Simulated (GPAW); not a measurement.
A run of GPAW 26.7.0 is set up as follows.

File run.py:

```python
from ase import Atoms
from ase.eos import EquationOfState
from ase.io import Trajectory
from ase.units import GPa
from gpaw import GPAW, PW

atoms = Atoms(['Ba', 'Ti', 'O', 'O', 'O'],
              cell=[[2.8273666084, 1.6323808724, 2.3183934932],
                    [-2.8273666084, 1.6323808724, 2.3183934932],
                    [0.0, -3.2647617449, 2.3183934932]],
              scaled_positions=[[0.0, 0.0, 0.0],
                                [0.4845, 0.4845, 0.4845],
                                [0.5086, 0.0175, 0.5086],
                                [0.0175, 0.5086, 0.5086],
                                [0.5086, 0.5086, 0.0175]],
              pbc=True)

traj = Trajectory('eos.traj', 'w')
volumes, energies = [], []
for x in [0.94, 0.96, 0.98, 1.0, 1.02, 1.04, 1.06]:
    a = atoms.copy()
    a.set_cell(atoms.cell * x**(1 / 3), scale_atoms=True)
    calc = GPAW(mode=PW(800),
                xc='LDA',
                kpts={'size': (5, 5, 5), 'gamma': True},
                occupations={'name': 'fermi-dirac', 'width': 0.05},
                nbands=36,
                convergence={'density': 1e-05, 'energy': 1e-05},
                maxiter=150,
                txt=f'eos-{x:.2f}.txt')
    a.calc = calc
    energies.append(a.get_potential_energy(force_consistent=True))
    volumes.append(a.get_volume())
    p = -a.get_stress()[:3].mean() / GPa
    calc.write(f'eos-{x:.2f}.gpw')
    traj.write(a)
    print(f'{x:.2f} {volumes[-1]:10.4f} A^3 {energies[-1]:14.6f} eV {p:9.3f} GPa', flush=True)

v0, e0, B = EquationOfState(volumes, energies, eos='birchmurnaghan').fit()
print(f'V0 = {v0:.4f} A^3, E0 = {e0:.6f} eV, B0 = {B / GPa:.2f} GPa')
```

Potentials or basis: the program's PAW data sets (release 1.2.1) made for this functional, pw.

Run with:

```bash
$ OMP_NUM_THREADS=1 python run.py
```

(1) Estimate the pressure derivative of the bulk modulus.

(2) What does it give for the equilibrium volume?

Results:

(1) 4.5.

(2) 12.53 Å³/atom.

Caveat: the cell was scaled at fixed shape and fractional positions, which overstates the stiffness of a crystal with free parameters, most of all of layers and chains.
